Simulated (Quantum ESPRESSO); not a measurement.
## E(q) of FeO (Wuestite) from supercells

Wanted: E(q) of FeO (Wuestite) at simple fractions of a reciprocal vector.

Calculated with Quantum ESPRESSO 7.5; LDA; plane waves with GBRV 1.5 LDA potentials, no spin-orbit coupling, flat spiral in a supercell.

This is a report of a sequence of runs, with most program output left out.

**1. Starting point**

The structure is trigonal, space group R-3m (No. 166). Conventional cell: a = 3.038 Å, b = 3.038 Å, c = 7.559 Å, α = 90.00°, β = 90.00°, γ = 120.00°. Nearest to Fe lie 6 O at 2.16 Å. Nearest to O lie 6 Fe at 2.16 Å. Farther neighbours and most contacts between anions are not listed.

The cell comes from the Crystallography Open Database.

The settings of this session are cheaper than careful work needs (see the inputs), so it shows what such settings give, not the properties of the crystal.

**2. Parallel moments, one cell**

Contents of pw.in:

```
&CONTROL
  calculation = 'scf'
  prefix = 'pwscf'
  outdir = './tmp'
  pseudo_dir = './pseudo'
  disk_io = 'nowf'
/
&SYSTEM
  ibrav = 0
  nat = 2
  ntyp = 2
  ecutwfc = 34
  ecutrho = 238
  nbnd = 36
  occupations = 'smearing'
  smearing = 'fd'
  degauss = 0.00734986
  noncolin = .true.
  starting_magnetization(1) = 0.25
  angle1(1) = 90
  angle2(1) = 0
  starting_magnetization(2) = 0
/
&ELECTRONS
  conv_thr = 2d-06
  electron_maxstep = 150
  mixing_beta = 0.3
/
ATOMIC_SPECIES
Fe     55.8450 fe_lda_v1.5.uspp.F.UPF
O      15.9990 o_lda_v1.2.uspp.F.UPF
CELL_PARAMETERS angstrom
   1.5188209023    0.8768916568    2.5195772846
  -1.5188209023    0.8768916568    2.5195772846
   0.0000000000   -1.7537833135    2.5195772846
ATOMIC_POSITIONS crystal
Fe      0.0000000000    0.0000000000    0.0000000000
O       0.5000000000    0.5000000000    0.5000000000
K_POINTS automatic
6 12 6 0 0 0
```

Run with:

```bash
$ OMP_NUM_THREADS=1 mpirun -n 4 pw.x -nk 4 -in pw.in > pw.out
```

It took 22 s on 4 MPI ranks of Arm Neoverse V2, shared host; peak memory 0.34 GiB.

Spin moment in the atom's sphere by atom:

```
atom  x (μB)  y (μB)  z (μB)  size
 Fe1    3.43    0.00    0.00  3.43
  O2    0.33    0.00    0.00  0.33
```

Numbers from this step:

| Item | Value |
| --- | --- |
| smearing term TS | 0.05041 eV |
| magnetization | 3.993, 0, 0 μB |
| absolute magnetization | 3.999 μB |
| final state | ferromagnetic |

**3. One turn in 2 cells along the input cell's b**

Neighbouring cells are turned by 180° in the xy plane; the cell holds 4 atoms.

Contents of pw.in:

```
&CONTROL
  calculation = 'scf'
  prefix = 'pwscf'
  outdir = './tmp'
  pseudo_dir = './pseudo'
  disk_io = 'nowf'
/
&SYSTEM
  ibrav = 0
  nat = 4
  ntyp = 4
  ecutwfc = 34
  ecutrho = 238
  nbnd = 62
  occupations = 'smearing'
  smearing = 'fd'
  degauss = 0.00734986
  noncolin = .true.
  starting_magnetization(1) = 0.25
  angle1(1) = 90
  angle2(1) = 0
  starting_magnetization(2) = 0.25
  angle1(2) = 90
  angle2(2) = 180
  starting_magnetization(3) = 0
  starting_magnetization(4) = 0
/
&ELECTRONS
  conv_thr = 4d-06
  electron_maxstep = 150
  mixing_beta = 0.3
/
ATOMIC_SPECIES
Fe1    55.8450 fe_lda_v1.5.uspp.F.UPF
Fe2    55.8450 fe_lda_v1.5.uspp.F.UPF
O1     15.9990 o_lda_v1.2.uspp.F.UPF
O2     15.9990 o_lda_v1.2.uspp.F.UPF
CELL_PARAMETERS angstrom
   1.5188209023    0.8768916568    2.5195772846
  -3.0376418046    1.7537833136    5.0391545692
   0.0000000000   -1.7537833135    2.5195772846
ATOMIC_POSITIONS crystal
Fe1     0.0000000000    0.0000000000    0.0000000000
Fe2     0.0000000000    0.5000000000    0.0000000000
O1      0.5000000000    0.2500000000    0.5000000000
O2      0.5000000000    0.7500000000    0.5000000000
K_POINTS automatic
6 6 6 0 0 0
```

It took 89 s on 4 MPI ranks; peak memory 0.68 GiB.

Spin moment in the atom's sphere by atom:

```
atom  x (μB)  y (μB)  z (μB)  size
 Fe1    3.25    0.00    0.00  3.25
 Fe2   -3.26    0.00    0.00  3.26
  O3    0.00    0.00    0.00  0.00
  O4    0.00    0.00    0.00  0.00
```

Numbers from this step:

| Quantity | Value |
| --- | --- |
| smearing term TS | 0.1450 eV |
| magnetization | -0.001, 0, 0 μB |
| absolute magnetization | 7.027 μB |
| final state | antiferromagnetic |

**4. One turn in 3 cells along the input cell's b**

Neighbouring cells are turned by 120° in the xy plane; the cell holds 6 atoms.

Contents of pw.in:

```
&CONTROL
  calculation = 'scf'
  prefix = 'pwscf'
  outdir = './tmp'
  pseudo_dir = './pseudo'
  disk_io = 'nowf'
/
&SYSTEM
  ibrav = 0
  nat = 6
  ntyp = 6
  ecutwfc = 34
  ecutrho = 238
  nbnd = 88
  occupations = 'smearing'
  smearing = 'fd'
  degauss = 0.00734986
  noncolin = .true.
  starting_magnetization(1) = 0.25
  angle1(1) = 90
  angle2(1) = 0
  starting_magnetization(2) = 0.25
  angle1(2) = 90
  angle2(2) = 120
  starting_magnetization(3) = 0.25
  angle1(3) = 90
  angle2(3) = -120
  starting_magnetization(4) = 0
  starting_magnetization(5) = 0
  starting_magnetization(6) = 0
/
&ELECTRONS
  conv_thr = 6d-06
  electron_maxstep = 150
  mixing_beta = 0.3
/
ATOMIC_SPECIES
Fe1    55.8450 fe_lda_v1.5.uspp.F.UPF
Fe2    55.8450 fe_lda_v1.5.uspp.F.UPF
Fe3    55.8450 fe_lda_v1.5.uspp.F.UPF
O1     15.9990 o_lda_v1.2.uspp.F.UPF
O2     15.9990 o_lda_v1.2.uspp.F.UPF
O3     15.9990 o_lda_v1.2.uspp.F.UPF
CELL_PARAMETERS angstrom
   1.5188209023    0.8768916568    2.5195772846
  -4.5564627069    2.6306749704    7.5587318538
   0.0000000000   -1.7537833135    2.5195772846
ATOMIC_POSITIONS crystal
Fe1     0.0000000000    0.0000000000    0.0000000000
Fe2     0.0000000000    0.3333333333    0.0000000000
Fe3     0.0000000000    0.6666666667    0.0000000000
O1      0.5000000000    0.1666666667    0.5000000000
O2      0.5000000000    0.5000000000    0.5000000000
O3      0.5000000000    0.8333333333    0.5000000000
K_POINTS automatic
6 4 6 0 0 0
```

Elapsed: 3 min, on 4 MPI ranks; peak memory 0.95 GiB; 12 min of CPU time.

Spin moment in the atom's sphere by atom:

```
atom  x (μB)  y (μB)  z (μB)  size
 Fe1    3.29    0.00    0.00  3.29
 Fe2   -1.65    2.85    0.00  3.29
 Fe3   -1.65   -2.85    0.00  3.29
  O4    0.07    0.12    0.00  0.14
  O5   -0.14    0.00    0.00  0.14
  O6    0.07   -0.12    0.00  0.14
```

Numbers from this step:

* smearing term TS: 0.2020 eV
* magnetization: 0, -0.001, 0 μB
* absolute magnetization: 10.97 μB
* final state: non-collinear

Valence density in the bc plane at fractional x = 0.000, with atoms of Fe within 0.2 Å of it. It is the smooth field of the valence electrons, not physical close to the nuclei.

Values in e/Å³, 5 rows by 16 columns, each cell a mean:
```
16  3  0  0  3 15  7  0  0  1 11 12  1  0  0  7
 1  1  0  0  0  1  1  0  0  0  0  1  0  0  0  0
 0  0  0  0  0  0  0  0  0  0  0  0  0  0  0  0
 1  0  0  0  2  1  0  0  0  1  2  0  0  0  1  2
12  1  0  0 10 17  3  0  0  4 19  7  0  0  1 16
```
Columns run along b (9.2 Å), rows up along c (3.1 Å). Atoms in or near the plane, at fractional coordinates: Fe at (0.00, 0.00), Fe at (0.33, 0.00), Fe at (0.67, 0.00).

**5. One turn in 4 cells along the input cell's b**

Neighbouring cells are turned by 90° in the xy plane; the cell holds 8 atoms.

Contents of pw.in:

```
&CONTROL
  calculation = 'scf'
  prefix = 'pwscf'
  outdir = './tmp'
  pseudo_dir = './pseudo'
  disk_io = 'nowf'
/
&SYSTEM
  ibrav = 0
  nat = 8
  ntyp = 8
  ecutwfc = 34
  ecutrho = 238
  nbnd = 114
  occupations = 'smearing'
  smearing = 'fd'
  degauss = 0.00734986
  noncolin = .true.
  starting_magnetization(1) = 0.25
  angle1(1) = 90
  angle2(1) = 0
  starting_magnetization(2) = 0.25
  angle1(2) = 90
  angle2(2) = 90
  starting_magnetization(3) = 0.25
  angle1(3) = 90
  angle2(3) = 180
  starting_magnetization(4) = 0.25
  angle1(4) = 90
  angle2(4) = -90
  starting_magnetization(5) = 0
  starting_magnetization(6) = 0
  starting_magnetization(7) = 0
  starting_magnetization(8) = 0
/
&ELECTRONS
  conv_thr = 8d-06
  electron_maxstep = 150
  mixing_beta = 0.3
/
ATOMIC_SPECIES
Fe1    55.8450 fe_lda_v1.5.uspp.F.UPF
Fe2    55.8450 fe_lda_v1.5.uspp.F.UPF
Fe3    55.8450 fe_lda_v1.5.uspp.F.UPF
Fe4    55.8450 fe_lda_v1.5.uspp.F.UPF
O1     15.9990 o_lda_v1.2.uspp.F.UPF
O2     15.9990 o_lda_v1.2.uspp.F.UPF
O3     15.9990 o_lda_v1.2.uspp.F.UPF
O4     15.9990 o_lda_v1.2.uspp.F.UPF
CELL_PARAMETERS angstrom
   1.5188209023    0.8768916568    2.5195772846
  -6.0752836092    3.5075666272   10.0783091384
   0.0000000000   -1.7537833135    2.5195772846
ATOMIC_POSITIONS crystal
Fe1     0.0000000000    0.0000000000    0.0000000000
Fe2     0.0000000000    0.2500000000    0.0000000000
Fe3     0.0000000000    0.5000000000    0.0000000000
Fe4     0.0000000000    0.7500000000    0.0000000000
O1      0.5000000000    0.1250000000    0.5000000000
O2      0.5000000000    0.3750000000    0.5000000000
O3      0.5000000000    0.6250000000    0.5000000000
O4      0.5000000000    0.8750000000    0.5000000000
K_POINTS automatic
6 3 6 0 0 0
```

Elapsed: 4.5 min, on 4 MPI ranks; peak memory 1.2 GiB; 18 min of CPU time.

This step gave:

| Quantity | Value |
| --- | --- |
| smearing term TS | 0.2417 eV |
| magnetization | 0, 0, 0 μB |
| absolute magnetization | 15.08 μB |
| final state | non-collinear |
| largest moment | 3.332 μB |

**6. E(q)**

Spirals:

```
q along the reciprocal vector  energy less that at q = 0 (meV a seeded atom)  largest site moment (μB)  typed angles kept  CPU time (s)
                            0                                              0                     3.427                yes         88.82
                         0.25                                         -7.268                     3.332                yes          1083
                       0.3333                                          1.598                     3.292                yes         727.7
                          0.5                                          17.94                     3.255                yes         356.4
```

Energy less that at q = 0, self-consistent against path:

```
path (Å⁻¹)  energy less that at q = 0, self-consistent (meV a seeded atom)
     0.000                                                               0
     0.632                                                           -7.27
     0.843                                                            1.60
     1.264                                                            17.9
```

**7. Results**

| Quantity | Value |
| --- | --- |
| lowest point | q = 0.25 along b*, -7.27 meV a seeded atom |
| highest point | q = 0.5, 17.9 meV a seeded atom |

In words: The state at q = 0.25 lies 7.3 meV a seeded atom under the parallel one; the true minimum can lie between these fractions or off this line. The moment changes by 5.0 % between the spirals. The cell of 4 repeats took 12 times the CPU time of the single cell, though its mesh is shorter in proportion. Here b and b* are vectors of the cell in the input, which need not be the conventional cell, and only this direction was probed. The mesh is coarse, so differences of some ten meV can be noise in a metal. Energies are free energies at an electronic temperature of 1160 K, which lowers moments and differences where the moments are itinerant. No Hubbard term acts here. In such compounds local and semilocal functionals without one often delocalise the d electrons, and can shrink or lose moments and miss the size, sign and order of the couplings. The cutoff lies under the 40 Ry that these files are usually run at. The smearing term is large for its width, so states at the Fermi level are partly filled: at this level the cell is a metal or has a gap of a few widths at most.

[Logs and program files are shortened in this print: banners, set-up blocks, solver, clock and traceback lines can be left out without a mark of their own.]

[Logs are printed without paths, hosts, clocks, repeated set-up lines and the standing remarks that a program may print on its own settings, such as how far it seeks lower states.]

[Hosts, paths, dates, database ids (printed as entryN), source tags and the programs' standing remarks are cut or masked in the printed files.]

[Where a cell is said to come from a database of computed structures, the database is the Materials Project.]
